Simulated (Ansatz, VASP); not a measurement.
Al2Pt, level by level in two programs

```
Pt Al
1.0
     0.00000    3.01296    3.01296
     3.01296    0.00000    3.01296
     3.01296    3.01296    0.00000
Pt Al
1 2
Direct
  0.00000 0.00000 0.00000
  0.75000 0.75000 0.75000
  0.25000 0.25000 0.25000
```

Single points on this cell with VASP 6.6.1 and Ansatz 0.2.0. Each row is one pair of runs. Alike in all rows: spin: off; k mesh: 8 × 8 × 8; smearing: fermi-dirac, width 0.05 eV.

```tsv
level	VASP's potentials, cutoff	Ansatz's potentials, cutoff	gap on the k mesh at the Fermi level (eV), VASP	gap on the k mesh at the Fermi level (eV), Ansatz	pressure (GPa), VASP	pressure (GPa), Ansatz
PBE	VASP PAW PBE potentials, release 64 (Pt, Al), 520 eV	Ansatz PAW, 420 eV	none	none	-4.8	-4.7
r2SCAN	VASP PAW PBE potentials, release 64 (Pt, Al), 520 eV	Ansatz PAW, 500 eV	none	?	-7.8	?
LDA	VASP PAW LDA potentials, release 64 (Pt, Al), 520 eV	Ansatz PAW, 420 eV	none	none	-10.2	-10.4
```

Fill in what Ansatz gave in row 2.

gap on the k mesh at the Fermi level (eV): none; pressure (GPa): -7.6.

A gap of «none» marks a metal or a gap that the smearing closes.

Caveats: the PAW data sets were made with another functional, which shifts forces and pressure a little (VASP); the PAW data sets come from PBE, with cores solved anew for the run's functional, which leaves a small shift of forces and pressure (Ansatz).
